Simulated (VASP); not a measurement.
Write the native input for VASP 6.6.1 that does the following.

```yaml
Task: relaxation of cell and atoms
Functional: LDA
Potentials_or_basis: VASP PAW LDA potentials, release 64 (Ge_d, Si)
Cutoff: 600 eV
k_mesh: 8 × 8 × 4
Occupations: gaussian, width 0.02 eV
Spin: no spin polarisation
Ladder: gaps
Further_INCAR_settings: ALGO = Normal; EDIFF = 1e-06; IBRION = 2; EDIFFG = -0.005; NSW = 40; ISIF = 3
```

The structure of SiGe lies in POSCAR:

```
SiGe
1.0
    3.9044512986      0.0000000000      0.0000000000
   -1.9522256493      3.3813540124      0.0000000000
    0.0000000000      0.0000000000      6.4507830000
Ge Si
2 2
Direct
    0.3333333333      0.6666666667      0.0003920000
    0.6666666667      0.3333333333      0.5003920000
    0.3333333333      0.6666666667      0.3746070000
    0.6666666667      0.3333333333      0.8746070000
```

The cell comes from a database or a generator and needn't be the stable form of this composition.

One way to write it, as run:

INCAR

```
PREC     = Accurate       # precision mode
ENCUT    = 600            # plane-wave cutoff, eV
EDIFF    = 1E-6           # SCF threshold, eV
ISMEAR   = 0              # smearing method
SIGMA    = 0.02           # smearing width, eV
LREAL    = False          # projectors in reciprocal space
LASPH    = True           # aspherical terms in the spheres
NELM     = 60             # most SCF steps
ALGO     = Normal         # electronic algorithm
ISIF     = 3              # what is computed and relaxed
LWAVE    = False          # write WAVECAR
LCHARG   = False          # write CHGCAR
IBRION   = 2              # ionic algorithm
NSW      = 40             # ionic steps
EDIFFG   = -0.005         # ionic threshold
KPAR     = 2
```

KPOINTS

```
regular mesh
0
Gamma
  8 8 4
```

Potentials or basis: VASP PAW LDA potentials, release 64 (Ge_d, Si).

Launch:

```console
$ cat potpaw_LDA.64/Ge_d/POTCAR potpaw_LDA.64/Si/POTCAR > POTCAR
$ mpirun -np 2 vasp_std > vasp.out
```

Results of the run:

```yaml
Relaxed_volume: 20.77 Å³/atom
Relaxed_cell: a = 3.873 Å, b = 3.873 Å, c = 6.396 Å, α = 90.00°, β = 90.00°, γ = 120.00°
Space_group_after_relaxing_to_0.05_Å: P6_3mc (No. 186)
Energy_gained_by_relaxing: 3.4 meV/atom
Ionic_steps: 5
Pressure_after_relaxing: 0.0 GPa
Band_gap_on_the_k_mesh: 0.32 eV, indirect (least direct gap 0.43 eV)
```

Run time: 2.2 min on 2 MPI ranks on Intel(R) Xeon(R) Platinum 8375C CPU @ 2.90GHz (Ice Lake), with other jobs on the host, peak memory 0.22 GiB a rank.
